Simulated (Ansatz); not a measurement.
Runs of Ansatz 0.2.0 on CaO. It takes space group Fm-3m (No. 225, cubic). Conventional cell: a = 4.807 Å, b = 4.807 Å, c = 4.807 Å, α = 90.00°, β = 90.00°, γ = 90.00°. Ca (site symmetry m-3m) is surrounded by 6 O at 2.40 Å. O (site symmetry m-3m) has 6 Ca at 2.40 Å as nearest neighbours. The cell is a database's computed one.

```tsv
task	level	cell	smearing	points for each segment of the path	gap on the mesh (eV)	pressure (GPa)	relaxed volume (Å³/atom)
relaxation of cell and atoms	PBEsol	relaxed	fermi-dirac 0.05 eV	-	3.54	0.0	13.54
relaxation of cell and atoms	RPBE	relaxed	fermi-dirac 0.05 eV	-	3.77	0.0	(c)
single point	PBE	as given	gaussian 0.013 eV	-	3.66	1.6	-
single point	PBE	as given	gaussian 0.012 eV	-	3.66	1.6	-
band structure	revPBE	as given	fermi-dirac 0.05 eV	14	3.74	4.4	-
single point	PBE	as given	gaussian 0.016 eV	-	3.66	1.6	-
single point	PBE	as given	gaussian 0.011 eV	-	3.66	1.6	-
relaxation of cell and atoms	revPBE	relaxed	fermi-dirac 0.05 eV	-	3.74	0.0	14.47
band structure	LDA	as given	fermi-dirac 0.05 eV	14	(d)	(a)	-
relaxation of cell and atoms	BLYP	relaxed	fermi-dirac 0.05 eV	-	3.75	0.0	(b)
band structure	PBEsol	as given	fermi-dirac 0.05 eV	14	3.56	-2.7	-
band structure	RPBE	as given	fermi-dirac 0.05 eV	14	3.76	5.4	-
```

Alike in all rows: potentials or basis Ansatz PAW; no spin polarisation; k mesh 10 × 10 × 10; cutoff (eV) 420.

Problem. Fill in the values left out.

Solution. (a) -7.0; (b) 14.44; (c) 14.61; (d) 3.49.

Caveats: the PAW data sets come from PBE, with cores solved anew for the run's functional, which leaves a small shift of forces and pressure (some runs); the plane-wave basis is chosen anew once the cell has moved, so the energies of steps on either side of that aren't comparable (some runs).

A k mesh can miss the band edges.
